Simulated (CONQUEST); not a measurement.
# TiO2 in CONQUEST: convergence with supercell

Input of the first run (supercell 1 boxes an edge, Gamma point alone); the others differ in this setting and in those tied to it:

Conquest_input

```
IO.Title TiO2
IO.Coordinates coords.dat
IO.FractionalAtomicCoords T
IO.Iprint 2
IO.Iprint_init 1
General.NumberOfSpecies 2
General.PseudopotentialType hamann
AtomMove.TypeOfRun static
AtomMove.FullStress T
Grid.GridCutoff 150
DM.SolutionMethod diagon
Diag.MPMesh T
Diag.GammaCentred T
Diag.MPMeshX 1
Diag.MPMeshY 1
Diag.MPMeshZ 1
Diag.kT 0.00183747
minE.SCTolerance 1e-6
SC.MaxIters 100
IO.AtomChargeOutput T
%block ChemicalSpeciesLabel
1 47.880 Ti
2 16.000 O
%endblock
```

The input coords.dat:

```
    5.5921031727     0.0000000000     0.0000000000
    0.0000000000     8.6924327602     0.0000000000
    0.0000000000     0.0000000000     8.6924327602
6
  0.5000000000   0.0000000000   0.0000000000 1 T T T
  0.0000000000   0.5000000000   0.5000000000 1 T T T
  0.5000000000   0.3043213200   0.6956786800 2 T T T
  0.0000000000   0.8043213200   0.8043213200 2 T T T
  0.0000000000   0.1956786800   0.1956786800 2 T T T
  0.5000000000   0.6956786800   0.3043213200 2 T T T
```

Potentials or basis: PseudoDojo NC PBE, SZ, grid cutoff 150 Ha.

Run with:

```console
$ OMP_NUM_THREADS=1 Conquest
```

The cell is a database's computed one.

Hardware: 1 thread of AMD EPYC 7B13 (Zen 3) (shared host).

| supercell | energy less the tightest run, at zero smearing (meV/atom) | gap on the mesh (eV) | SCF cycles | CPU time (s) | peak memory (GiB) |
| --- | --- | --- | --- | --- | --- |
| 1 boxes an edge, Gamma point alone | 1194.66 | 0.553 | 17 | 26 | 0.44 |
| 2 boxes an edge, Gamma point alone | 175.52 | 0.963 | 9 | 150 | 3.3 |
| 3 boxes an edge, Gamma point alone | 0.00 | 1.281 | 14 | 670 | 11 |

Not settled before the last step: the energy (to 1 meV/atom), the gap on the mesh (to 0.01 eV). The tightest run that finished is the yardstick and may itself not be fully converged.

Caveat, for the tightest run too: the k mesh is coarse (spacing up to 0.71 Å⁻¹), so the values aren't converged; the atomic basis is small; the real-space grid is too coarse here: the forces don't sum to zero and aren't listed, and the energy moves when atoms move against the grid; an odd mesh through Γ misses points on the zone boundary, where band edges often lie; the basis of atomic orbitals isn't converged, which shifts pressures, moduli and gaps.
